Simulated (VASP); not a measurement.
# NaH (Pm-3m) in VASP: further runs

Aim: see how the results for NaH move with the level of theory and the settings. Levels: PBE, HSE06. Tasks: single point.

Everything below comes from runs of VASP 6.6.1. Logs are shortened: lines on timing, memory, paths and dates and some standing lists are left out, and cuts for length are marked.

### 1 The structure

The structure is cubic, space group Pm-3m (No. 221). The conventional cell has a = 2.932 Å, b = 2.932 Å, c = 2.932 Å, α = 90.00°, β = 90.00°, γ = 90.00°. Around Na (site symmetry m-3m) lie 8 H at 2.54 Å. H (site symmetry m-3m) is surrounded by 8 Na at 2.54 Å.

The cell was built by a generator and needn't be a form met in nature.

### 2 Single point, PBE

INCAR

```
SYSTEM = NaH
PREC = Accurate
ENCUT = 520
EDIFF = 1E-6
ISMEAR = 0
SIGMA = 0.01
LREAL = .False.
LASPH = .True.
NELM = 100
ALGO = Fast
ISIF = 2
LWAVE = .False.
LCHARG = .False.
GGA = PE
NBANDS = 11
```

KPOINTS

```
regular mesh
0
Gamma
  6 6 6
  0 0 0
```

POSCAR

```
NaH
1.0
    2.9323912064      0.0000000000      0.0000000000
    0.0000000000      2.9323912064      0.0000000000
    0.0000000000      0.0000000000      2.9323912064
Na H
1 1
Direct
    0.0000000000      0.0000000000      0.0000000000
    0.5000000000      0.5000000000      0.5000000000
```

Potentials or basis: VASP PAW PBE potentials, release 64 (Na_pv, H).

Started as:

```bash
> cat potpaw_PBE.64/Na_pv/POTCAR potpaw_PBE.64/H/POTCAR > POTCAR
> mpirun -np 1 vasp_std > vasp.out
```

OUTCAR:

```text
SYSTEM = NaH
   PREC = Accurate
   ENCUT = 520
   EDIFF = 1E-6
   ISMEAR = 0
   LREAL = .False.
   LASPH = .True.
   NELM = 100
   ISIF = 2
   GGA = PE

 ion  position               nearest neighbor table
   1  0.000  0.000  0.000-
   2  0.500  0.500  0.500-

  LATTYP: Found a simple cubic cell.
 ALAT       =     2.9323912064

  Lattice vectors:

 A1 = (   2.9323912064,   0.0000000000,   0.0000000000)
 A2 = (   0.0000000000,   2.9323912064,   0.0000000000)
 A3 = (   0.0000000000,   0.0000000000,   2.9323912064)

Analysis of symmetry for initial positions (statically):
=====================================================================
 Subroutine PRICEL returns:
 Original cell was already a primitive cell.

 Routine SETGRP: Setting up the symmetry group for a
 simple cubic supercell.

 Subroutine GETGRP returns: Found 48 space group operations
 (whereof 48 operations were pure point group operations)
 out of a pool of 48 trial point group operations.

The static configuration has the point symmetry O_h .

Analysis of symmetry for dynamics (positions and initial velocities):
=====================================================================
 Subroutine PRICEL returns:
 Original cell was already a primitive cell.

 Routine SETGRP: Setting up the symmetry group for a
 simple cubic supercell.

 Subroutine GETGRP returns: Found 48 space group operations
 (whereof 48 operations were pure point group operations)
 out of a pool of 48 trial point group operations.

The dynamic configuration has the point symmetry O_h .

 Subroutine INISYM returns: Found 48 space group operations
 (whereof 48 operations are pure point group operations),
 and found     1 'primitive' translations

----------------------------------------------------------------------------------------

                                     Primitive cell

  volume of cell :      25.2154

  direct lattice vectors                    reciprocal lattice vectors
     2.932391206  0.000000000  0.000000000     0.341018619  0.000000000  0.000000000
     0.000000000  2.932391206  0.000000000     0.000000000  0.341018619  0.000000000
     0.000000000  0.000000000  2.932391206     0.000000000  0.000000000  0.341018619

  length of vectors
     2.932391206  2.932391206  2.932391206     0.341018619  0.341018619  0.341018619

  position of ions in fractional coordinates (direct lattice)
     0.000000000  0.000000000  0.000000000
     0.500000000  0.500000000  0.500000000

  ion indices of the primitive-cell ions
   primitive index   ion index
                 1           1
                 2           2

----------------------------------------------------------------------------------------

 KPOINTS: regular mesh

Automatic generation of k-mesh.
 Grid dimensions read from file:
 generate k-points for:    6    6    6

 Generating k-lattice:

  Cartesian coordinates                     Fractional coordinates (reciprocal lattice)
     0.056836437  0.000000000  0.000000000     0.166666667  0.000000000  0.000000000
     0.000000000  0.056836437  0.000000000     0.000000000  0.166666667  0.000000000
     0.000000000  0.000000000  0.056836437     0.000000000  0.000000000  0.166666667

  Length of vectors
     0.056836437  0.056836437  0.056836437

  Shift w.r.t. Gamma in fractional coordinates (k-lattice)
     0.000000000  0.000000000  0.000000000

 Subroutine IBZKPT returns following result:
 ===========================================

 Found     20 irreducible k-points:

 Following reciprocal coordinates:
            Coordinates               Weight
  0.000000  0.000000  0.000000      1.000000
  0.166667  0.000000  0.000000      6.000000
  0.333333  0.000000  0.000000      6.000000
  0.500000  0.000000  0.000000      3.000000
  0.166667  0.166667  0.000000     12.000000
  0.333333  0.166667  0.000000     24.000000
[... 12 lines left out ...]
  0.500000  0.500000  0.333333      6.000000
  0.500000  0.500000  0.500000      1.000000
   k-points           NKPTS =     20   k-points in BZ     NKDIM =     20   number of bands    NBANDS=     11
   number of dos      NEDOS =    301   number of ions     NIONS =      2
   total plane-waves  NPLWV =  13824
   dimension x,y,z NGX =    24 NGY =   24 NGZ =   24
   dimension x,y,z NGXF=    48 NGYF=   48 NGZF=   48
   ions per type =               1   1
   NGX,Y,Z   is equivalent  to a cutoff of  13.61, 13.61, 13.61 a.u.
   NGXF,Y,Z  is equivalent  to a cutoff of  27.21, 27.21, 27.21 a.u.
 SYSTEM =  NaH
   PREC   = accura    normal or accurate (medium, high low for compatibility)
   ISTART =      0    job   : 0-new  1-cont  2-samecut
   ICHARG =      2    charge: 1-file 2-atom 10-const
   ISPIN  =      1    spin polarized calculation?
   LNONCOLLINEAR =      F non collinear calculations
   LSORBIT =      F    spin-orbit coupling
   LASPH  =      T    aspherical Exc in radial PAW
   ENCUT  =  520.0 eV  38.22 Ry    6.18 a.u.   5.45  5.45  5.45*2*pi/ulx,y,z
   NELM   =    100;   NELMIN=  2; NELMDL= -5     # of ELM steps
   EDIFF  = 0.1E-05   stopping-criterion for ELM
   LREAL  =      F    real-space projection
   EDIFFG = 0.1E-04   stopping-criterion for IOM
   NSW    =      0    number of steps for IOM
   IBRION =     -1    ionic relax: 0-MD 1-quasi-New 2-CG
   NFREE  =      0    steps in history (QN), initial steepest desc. (CG)
   ISIF   =      2    stress and relaxation
   ISYM   =      2    0-nonsym 1-usesym 2-fastsym
   POTIM  = 0.5000    time-step for ionic-motion
   TEBEG  =    0.0;   TEEND  =   0.0 temperature during run
   PSTRESS=    0.0 pullay stress
   NELECT =       8.0000    total number of electrons
   NUPDOWN=      -1.0000    fix difference up-down
   EMIN   =  10.00;   EMAX   =-10.00  energy-range for DOS
   EFERMI =   0.00;   METHOD = LEGACY
   ISMEAR =     0;   SIGMA  =   0.01  broadening in eV -4-tet -1-fermi 0-gaus
   EFERMI_NEDOS =   21; number of points for ismear=-14 and -15
   IALGO  =     68    algorithm
   IMIX   =      4    mixing-type and parameters
     AMIX     =   0.40;   BMIX     =  1.00
     AMIX_MAG =   1.60;   BMIX_MAG =  1.00
  volume/ion in A,a.u.               =      12.61        85.08
  Fermi-wavevector in a.u.,A,eV,Ry     =   1.116562  2.109997 16.962535  1.246711
  Thomas-Fermi vector in A             =   2.253177
   LORBIT       =      0    0 simple, 1 ext, 2 COOP (PROOUT), +10 PAW based schemes
   GGA     = PE    functional components
   LHFCALC =     F    Hartree Fock is set to
   AEXX    =    0.0000 exact exchange contribution
   IVDW    =     0    specifies the selected vdW correction
   LEPSILON=     F    determine dielectric tensor
   LRPA    =     F    only Hartree local field effects (RPA)
 non-spin polarized calculation
 RMM-DIIS sequential band-by-band and
 Gauss-broadening in eV      SIGMA  =   0.01
  energy-cutoff  :      520.00
  volume of cell :       25.22
 maximum number of plane-waves:       696
 NGX is ok and might be reduce to    24
   NGX = 11   NGY = 11   NGZ = 11

 number of electron       8.0000014 magnetization

 Free energy of the ion-electron system (eV)
  ---------------------------------------------------
  ext. energy  EPLUGINS =         0.00000000
  ---------------------------------------------------
  free energy    TOTEN  =        -4.76841539 eV

  energy without entropy =       -4.76841539  energy(sigma->0) =       -4.76841539

 E-fermi :   1.4903     XC(G=0):  -8.2396

 val. band max:        1.4275103002   @ k =   0.5000   0.5000   0.5000
 cond. band min:       2.4564186747   @ k =   0.5000   0.0000   0.0000
 fundamental gap:      1.0289083744
 Fermi energy:         1.4902892554

 k-point     1 :       0.0000    0.0000    0.0000
  band No.  band energies     occupation
      1     -23.1415      2.00000
      2     -23.1415      2.00000
      3     -23.1415      2.00000
      4      -4.6037      2.00000
      5      10.2718      0.00000
      6      12.4813      0.00000
      7      12.4813      0.00000
      8      14.0849      0.00000
      9      14.0849      0.00000
     10      14.0849      0.00000
     11      27.4166      0.00000

 k-point     2 :       0.1667    0.0000    0.0000
  band No.  band energies     occupation
      1     -23.1895      2.00000
      2     -23.1373      2.00000
      3     -23.1373      2.00000
      4      -4.1660      2.00000
      5       7.8272      0.00000
      6      11.4819      0.00000
      7      12.9463      0.00000
      8      14.4134      0.00000
      9      14.4134      0.00000
     10      18.5733      0.00000
     11      24.4178      0.00000

 k-point     3 :       0.3333    0.0000    0.0000
  band No.  band energies     occupation
      1     -23.2844      2.00000
      2     -23.1290      2.00000
      3     -23.1290      2.00000
      4      -2.9948      2.00000
      5       4.2415      0.00000
      6      12.1071      0.00000
      7      14.2983      0.00000
      8      15.3222      0.00000
      9      15.3222      0.00000
     10      20.5964      0.00000
     11      21.1463      0.00000

 k-point     4 :       0.5000    0.0000    0.0000
  band No.  band energies     occupation
      1     -23.3312      2.00000
      2     -23.1248      2.00000
      3     -23.1248      2.00000
      4      -2.0415      2.00000
      5       2.4564      0.00000
      6      12.5115      0.00000
      7      15.7702      0.00000
      8      16.1061      0.00000
      9      16.1061      0.00000
     10      18.1585      0.00000
     11      19.5576      0.00000

 k-point     5 :       0.1667    0.1667    0.0000
  band No.  band energies     occupation
      1     -23.1880      2.00000
      2     -23.1807      2.00000
      3     -23.1332      2.00000
      4      -3.7437      2.00000
      5       7.7208      0.00000
      6       8.9873      0.00000
      7      12.5795      0.00000
      8      14.7589      0.00000
      9      18.2267      0.00000
     10      19.3148      0.00000
     11      20.5881      0.00000
[... 155 lines left out ...]
 k-point    17 :       0.3333    0.3333    0.3333
  band No.  band energies     occupation
      1     -23.2494      2.00000
      2     -23.2412      2.00000
      3     -23.2412      2.00000
      4      -0.3918      2.00000
      5       6.7260      0.00000
      6       8.0627      0.00000
      7       8.0627      0.00000
      8      13.5038      0.00000
      9      13.5038      0.00000
     10      14.8337      0.00000
     11      21.7510      0.00000

 k-point    18 :       0.5000    0.3333    0.3333
  band No.  band energies     occupation
      1     -23.2856      2.00000
      2     -23.2401      2.00000
      3     -23.2352      2.00000
      4       0.2574      2.00000
      5       6.0181      0.00000
      6       8.1593      0.00000
      7       9.3177      0.00000
      8      11.3626      0.00000
      9      12.6699      0.00000
     10      14.6153      0.00000
     11      20.4791      0.00000

 k-point    19 :       0.5000    0.5000    0.3333
  band No.  band energies     occupation
      1     -23.2786      2.00000
      2     -23.2786      2.00000
      3     -23.2317      2.00000
      4       0.8440      2.00000
      5       7.2056      0.00000
      6       7.2056      0.00000
      7       9.8216      0.00000
      8       9.9418      0.00000
      9      12.7309      0.00000
     10      12.7309      0.00000
     11      19.1597      0.00000

 k-point    20 :       0.5000    0.5000    0.5000
  band No.  band energies     occupation
      1     -23.2720      2.00000
      2     -23.2720      2.00000
      3     -23.2720      2.00000
      4       1.4275      2.00000
      5       8.3547      0.00000
      6       8.3547      0.00000
      7       8.3547      0.00000
      8      10.6942      0.00000
      9      10.6942      0.00000
     10      10.6942      0.00000
     11      17.7838      0.00000

------------------------ aborting loop because EDIFF is reached ----------------------------------------

  FORCE on cell =-STRESS in cart. coord.  units (eV):
  Direction    XX          YY          ZZ          XY          YZ          ZX
  --------------------------------------------------------------------------------------
  -------------------------------------------------------------------------------------
  Total        0.1194698      0.1194698      0.1194698      0.0000000      0.0000000     -0.0000000
  in kB        7.5910704      7.5910704      7.5910704      0.0000000      0.0000000     -0.0000000
  external PRESSURE =       7.5910704 kB  Pullay stress =       0.0000000 kB

 VOLUME and BASIS-vectors are now :
 -----------------------------------------------------------------------------
  energy-cutoff  :      520.00
  volume of cell :       25.22
      direct lattice vectors                 reciprocal lattice vectors
     2.932391206  0.000000000  0.000000000     0.341018619  0.000000000  0.000000000
     0.000000000  2.932391206  0.000000000     0.000000000  0.341018619  0.000000000
     0.000000000  0.000000000  2.932391206     0.000000000  0.000000000  0.341018619

 POSITION                                       TOTAL-FORCE (eV/Angst)
 -----------------------------------------------------------------------------------
      0.00000      0.00000      0.00000         0.000000      0.000000      0.000000
      1.46620      1.46620      1.46620         0.000000      0.000000      0.000000
 -----------------------------------------------------------------------------------
    total drift:                                0.000000      0.000000      0.000000

  FREE ENERGIE OF THE ION-ELECTRON SYSTEM (eV)
  ---------------------------------------------------
  free  energy   TOTEN  =        -4.7684153905 eV

  energy  without entropy=       -4.7684153905  energy(sigma->0) =       -4.76841539
```

It took 9.8 s on 1 thread of Intel Xeon Platinum 8175M at 2.50GHz (Skylake/Cascade Lake), shared host; peak memory 0.13 GiB.

Results:

```
Free energy            : -4.7684 eV
Pressure               : 0.8 GPa
Band gap on the k mesh : 1.03 eV, indirect (least direct gap 4.50 eV)
```

A k mesh can miss the band edges. A hybrid or GW would open this gap; PBE tends to underestimate it.

(Continued in part 2 of 2.)
